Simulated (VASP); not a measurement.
# Lattice of SiNi across functionals and dispersion corrections, part 2 of 8

Wanted: equilibrium cells of SiNi at many levels, with their cost. The start is a computed cell from the Materials Project.

VASP 6.6.1, plane waves and PAW; the level of theory is named at each step.

Still holding for the runs below: The k-mesh is coarse for a metal. A U on the itinerant d states of such a compound is hard to justify; it moves the bands at the Fermi level.

So far. Step 2 (Magnetic start: ferromagnetic): The moments fall under 0.1 μB, and the mesh shows no gap.

## (3) Magnetic start: antiferromagnetic within the cell

This step: LDA, DFT+U (Ni d 4 eV), spin-polarised from an antiferromagnetic start; plane waves and PAW (Si, Ni) (VASP 6.6.1).

Next, a pattern with opposite moments.

Input file INCAR:

```
SYSTEM = SiNi
PREC = Accurate
ENCUT = 400
EDIFF = 1E-06
NELM = 100
ISMEAR = -1
SIGMA = 0.05
LREAL = .FALSE.
ALGO = Normal
GGA = CA
NBANDS = 22
ISPIN = 2
MAGMOM = 0 0 1 -1
LDAU = .TRUE.
LDAUTYPE = 2
LDAUL = -1 2
LDAUU = 0 4
LDAUJ = 0 0
LDAUPRINT = 1
LASPH = .TRUE.
LMAXMIX = 4
LORBIT = 11
LWAVE = .FALSE.
LCHARG = .FALSE.
KPAR = 8
ISIF = 2
```

Input file POSCAR:

```
SiNi
1.0
    2.9427706600      0.0000000000      0.0000000000
    0.0000000000      3.2803255400      0.0000000000
    0.0000000000      0.0000000000      4.6774467600
Si Ni
2 2
Direct
    0.0000000000      0.0000000000      0.1568568400
    0.5000000000      0.5000000000      0.8431431600
    0.0000000000      0.0000000000      0.6575044100
    0.5000000000      0.5000000000      0.3424955900
```

Input file KPOINTS:

```
Automatic mesh
0
Gamma
8 7 5
0 0 0
```

The projector-augmented-wave data sets are Si and Ni (PBE family, release 64).

Started as:

```
> mpirun -np 8 vasp_std
```

Log:

```text
[banner, memory and clock lines left out]
running    8 mpi-ranks, on    1 nodes
 distrk:  each k-point on    1 cores,    8 groups
 distr:  one band on    1 cores,    1 groups

 POSCAR found type information on POSCAR SiNi
 POSCAR found :  2 types and       4 ions
 [... a notice as in an earlier step ...]

 [... a notice as in an earlier step ...]

 LDA part: xc-table for (Slater(with rela. corr.)+CA(PZ))
 , standard interpolation
 POSCAR, INCAR and KPOINTS ok, starting setup
 FFT: planning ... GRIDC
 FFT: planning ... GRID_SOFT
 FFT: planning ... GRID
 WAVECAR not read
 entering main loop
       N       E                     dE             d eps       ncg     rms          rms(c)
DAV:   1     0.129041137785E+03    0.12904E+03   -0.10520E+04  5280   0.125E+03
DAV:   2    -0.169817357825E+02   -0.14602E+03   -0.13820E+03  5358   0.258E+02
DAV:   3    -0.241930511129E+02   -0.72113E+01   -0.71013E+01  6336   0.721E+01
DAV:   4    -0.243203918573E+02   -0.12734E+00   -0.12723E+00  6010   0.870E+00
DAV:   5    -0.243237435250E+02   -0.33517E-02   -0.33515E-02  6544   0.147E+00    0.180E+01
DAV:   6    -0.266468122765E+02   -0.23231E+01   -0.36707E+01  6050   0.112E+02    0.170E+01
DAV:   7    -0.225726014840E+02    0.40742E+01   -0.12745E+01  6146   0.722E+01    0.334E+00
DAV:   8    -0.226000404652E+02   -0.27439E-01   -0.77859E-01  7100   0.882E+00    0.202E+00
DAV:   9    -0.225798163919E+02    0.20224E-01   -0.96506E-02  6478   0.448E+00    0.572E-01
DAV:  10    -0.225809965803E+02   -0.11802E-02   -0.84948E-03  7638   0.167E+00    0.328E-01
DAV:  11    -0.225812464710E+02   -0.24989E-03   -0.90625E-04  7928   0.359E-01    0.138E-01
DAV:  12    -0.225813294070E+02   -0.82936E-04   -0.13893E-04  7142   0.221E-01    0.509E-02
DAV:  13    -0.225813425806E+02   -0.13174E-04   -0.28979E-05  6338   0.744E-02    0.169E-02
DAV:  14    -0.225813426887E+02   -0.10814E-06   -0.35399E-06  5488   0.318E-02
   1 F= -.22581343E+02 E0= -.22577606E+02  d E =-.747278E-02  mag=    -0.0000
```

The job ended after 13 s (8 MPI ranks of Intel Xeon Platinum 8259CL at 2.50GHz (Skylake/Cascade Lake), shared host; peak memory 1.4 GiB; 77 s of CPU time).

From OUTCAR (step 3):

```text
 Found     60 irreducible k-points:

   k-points           NKPTS =     60   k-points in BZ     NKDIM =     60   number of bands    NBANDS=     22

   NELECT =      28.0000    total number of electrons

atom =   3  type =  2  l = 2

 onsite density matrix

spin component  1

  0.8332  0.0000  0.0000  0.0000  0.0000
  0.0000  0.8608  0.0000  0.0000  0.0000
  0.0000  0.0000  0.8732  0.0000  0.0017
  0.0000  0.0000  0.0000  0.8768  0.0000
  0.0000  0.0000  0.0017  0.0000  0.9297

spin component  2

 occupancies and eigenvectors

  o =  0.8332  v =  0.0000  0.0000  0.0000  0.0000  0.0000  1.0000  0.0000  0.0000  0.0000  0.0000      0.0000  0.0000  0.0000  0.0000  0.0000  0.0000  0.0000  0.0000  0.0000  0.0000
  o =  0.8332  v =  1.0000  0.0000  0.0000  0.0000  0.0000  0.0000  0.0000  0.0000  0.0000  0.0000      0.0000  0.0000  0.0000  0.0000  0.0000  0.0000  0.0000  0.0000  0.0000  0.0000
  o =  0.8608  v =  0.0000  0.0000  0.0000  0.0000  0.0000  0.0000  1.0000  0.0000  0.0000  0.0000      0.0000  0.0000  0.0000  0.0000  0.0000  0.0000  0.0000  0.0000  0.0000  0.0000
  o =  0.8608  v =  0.0000  1.0000  0.0000  0.0000  0.0000  0.0000  0.0000  0.0000  0.0000  0.0000      0.0000  0.0000  0.0000  0.0000  0.0000  0.0000  0.0000  0.0000  0.0000  0.0000
  o =  0.8731  v =  0.0000  0.0000  0.0000  0.0000  0.0000  0.0000  0.0000  0.9996 -0.0000 -0.0293      0.0000  0.0000  0.0000  0.0000  0.0000  0.0000  0.0000  0.0000  0.0000  0.0000
  o =  0.8731  v =  0.0000  0.0000 -0.9996  0.0000  0.0292  0.0000  0.0000  0.0000  0.0000  0.0000      0.0000  0.0000  0.0000  0.0000  0.0000  0.0000  0.0000  0.0000  0.0000  0.0000
  o =  0.8768  v =  0.0000  0.0000  0.0000 -1.0000  0.0000  0.0000  0.0000  0.0000  0.0000  0.0000      0.0000  0.0000  0.0000  0.0000  0.0000  0.0000  0.0000  0.0000  0.0000  0.0000
  o =  0.8769  v =  0.0000  0.0000  0.0000  0.0000  0.0000  0.0000  0.0000  0.0000  1.0000  0.0000      0.0000  0.0000  0.0000  0.0000  0.0000  0.0000  0.0000  0.0000  0.0000  0.0000
  o =  0.9297  v =  0.0000  0.0000 -0.0292  0.0000 -0.9996  0.0000  0.0000  0.0000  0.0000  0.0000      0.0000  0.0000  0.0000  0.0000  0.0000  0.0000  0.0000  0.0000  0.0000  0.0000
  o =  0.9297  v =  0.0000  0.0000  0.0000  0.0000  0.0000  0.0000  0.0000  0.0293 -0.0000  0.9996      0.0000  0.0000  0.0000  0.0000  0.0000  0.0000  0.0000  0.0000  0.0000  0.0000

atom =   4  type =  2  l = 2

 onsite density matrix

spin component  1

spin component  2

 occupancies and eigenvectors

  o =  0.8332  v =  1.0000  0.0000  0.0000  0.0000  0.0000  0.0000  0.0000  0.0000  0.0000  0.0000      0.0000  0.0000  0.0000  0.0000  0.0000  0.0000  0.0000  0.0000  0.0000  0.0000
  o =  0.8332  v =  0.0000  0.0000  0.0000  0.0000  0.0000  1.0000  0.0000  0.0000  0.0000  0.0000      0.0000  0.0000  0.0000  0.0000  0.0000  0.0000  0.0000  0.0000  0.0000  0.0000
  o =  0.8608  v =  0.0000  1.0000  0.0000  0.0000  0.0000  0.0000  0.0000  0.0000  0.0000  0.0000      0.0000  0.0000  0.0000  0.0000  0.0000  0.0000  0.0000  0.0000  0.0000  0.0000
  o =  0.8608  v =  0.0000  0.0000  0.0000  0.0000  0.0000  0.0000  1.0000  0.0000  0.0000  0.0000      0.0000  0.0000  0.0000  0.0000  0.0000  0.0000  0.0000  0.0000  0.0000  0.0000
  o =  0.8731  v =  0.0000  0.0000 -0.9996  0.0000  0.0293  0.0000  0.0000  0.0000  0.0000  0.0000      0.0000  0.0000  0.0000  0.0000  0.0000  0.0000  0.0000  0.0000  0.0000  0.0000
  o =  0.8731  v =  0.0000  0.0000  0.0000  0.0000  0.0000  0.0000  0.0000 -0.9996  0.0000  0.0292      0.0000  0.0000  0.0000  0.0000  0.0000  0.0000  0.0000  0.0000  0.0000  0.0000
  o =  0.8768  v =  0.0000  0.0000  0.0000  0.0000  0.0000  0.0000  0.0000  0.0000 -1.0000  0.0000      0.0000  0.0000  0.0000  0.0000  0.0000  0.0000  0.0000  0.0000  0.0000  0.0000
  o =  0.8769  v =  0.0000  0.0000  0.0000 -1.0000  0.0000  0.0000  0.0000  0.0000  0.0000  0.0000      0.0000  0.0000  0.0000  0.0000  0.0000  0.0000  0.0000  0.0000  0.0000  0.0000
  o =  0.9297  v =  0.0000  0.0000  0.0000  0.0000  0.0000  0.0000  0.0000 -0.0292  0.0000 -0.9996      0.0000  0.0000  0.0000  0.0000  0.0000  0.0000  0.0000  0.0000  0.0000  0.0000
  o =  0.9297  v =  0.0000  0.0000 -0.0293  0.0000 -0.9996  0.0000  0.0000  0.0000  0.0000  0.0000      0.0000  0.0000  0.0000  0.0000  0.0000  0.0000  0.0000  0.0000  0.0000  0.0000

 E-fermi :  11.0484

 spin component 1
 k-point     1 :       0.0000    0.0000    0.0000
  band No.  band energies     occupation
    ...
     10       8.1406      1.00000
     11       8.3650      1.00000
     12       8.7825      1.00000
     13       8.7918      1.00000
     14       9.9458      1.00000
     15      12.5647      0.00000
     16      13.9002      0.00000
     17      16.4436      0.00000
     18      16.7529      0.00000
     19      18.4980      0.00000
    ...

 k-point     2 :       0.1250    0.0000    0.0000
  band No.  band energies     occupation
    ...
     10       8.3014      1.00000
     11       8.3249      1.00000
     12       8.4034      1.00000
     13       8.7636      1.00000
     14      10.5962      0.99988
     15      11.0555      0.46472
     16      14.0993      0.00000
     17      16.6474      0.00000
     18      17.0334      0.00000
     19      17.8814      0.00000
    ...

 k-point     3 :       0.2500    0.0000    0.0000
  band No.  band energies     occupation
    ...
     10       7.9752      1.00000
     11       8.2884      1.00000
     12       8.4708      1.00000
     13       8.8275      1.00000
     14       9.7527      1.00000
     15      11.7322      0.00000
     16      14.5716      0.00000
     17      14.9037      0.00000
     18      15.9662      0.00000
     19      17.0462      0.00000
    ...

 k-point     4 :       0.3750    0.0000    0.0000
  band No.  band energies     occupation
    ...
     10       8.0643      1.00000
     11       8.2279      1.00000
     12       8.4112      1.00000
     13       8.9387      1.00000
     14       9.3267      1.00000
     15      13.0778      0.00000
     16      13.3709      0.00000
     17      13.7266      0.00000
     18      15.9097      0.00000
     19      16.3419      0.00000
    ...

  Total       -2.9992626     -2.9617109     -3.3748328      0.0000000      0.0000000      0.0000000
  in kB     -106.4248055   -105.0923315   -119.7514069      0.0000000      0.0000000      0.0000000
  external PRESSURE =    -110.4228480 kB  Pullay stress =       0.0000000 kB

 POSITION                                       TOTAL-FORCE (eV/Angst)
 -----------------------------------------------------------------------------------
      0.00000      0.00000      0.73369         0.000000      0.000000      0.489375
      1.47139      1.64016      3.94376         0.000000      0.000000     -0.489375
      0.00000      0.00000      3.07544         0.000000      0.000000      0.024949
      1.47139      1.64016      1.60200         0.000000      0.000000     -0.024949
 -----------------------------------------------------------------------------------
    total drift:                               -0.000000      0.000000      0.000000

  FREE ENERGIE OF THE ION-ELECTRON SYSTEM (eV)
  ---------------------------------------------------
  free  energy   TOTEN  =       -22.5813426887 eV

  energy  without entropy=      -22.5738699099  energy(sigma->0) =      -22.57760630

 magnetization (x)
# of ion       s       p       d       tot
------------------------------------------
    1       -0.000   0.000   0.000  -0.000
    2        0.000  -0.000   0.000   0.000
    3        0.000   0.000   0.000   0.000
    4       -0.000  -0.000  -0.000  -0.000
--------------------------------------------------
tot          0.000   0.000   0.000   0.000

[... 10 parts as in an earlier step ...]

[... 4 further parts left out ...]
```

Numbers from this step:

```
bands : 22
```

Force by atom:

```tsv
atom	x (eV/Å)	y (eV/Å)	z (eV/Å)	size
Si1	0.000	0.000	0.489	0.489
Si2	0.000	0.000	-0.489	0.489
Ni3	0.000	0.000	0.025	0.025
Ni4	0.000	0.000	-0.025	0.025
```

The energy lies +0.0 meV an atom from the first pattern, and both runs end without moments, so a difference comes from cell, mesh or thresholds alone. The moments fall under 0.1 μB, and the mesh shows no gap.

(Continued in part 3 of 8.)

[Lines on the potential files, build, host, timing and source positions are cut from VASP's logs without a mark.]

[Logs are printed without paths, hosts, clocks, repeated set-up lines and the standing remarks that a program may print on its own settings, such as how far it seeks lower states.]

[Hosts, paths, dates, database ids (printed as entryN), source tags and the programs' standing remarks are cut or masked in the printed files.]

[A measured line is paired with the nearest computed mode of its activity, which favours agreement.]

[In band tables of VASP the shares of atoms and orbitals are scaled to a sum of 1 inside the atoms' spheres.]
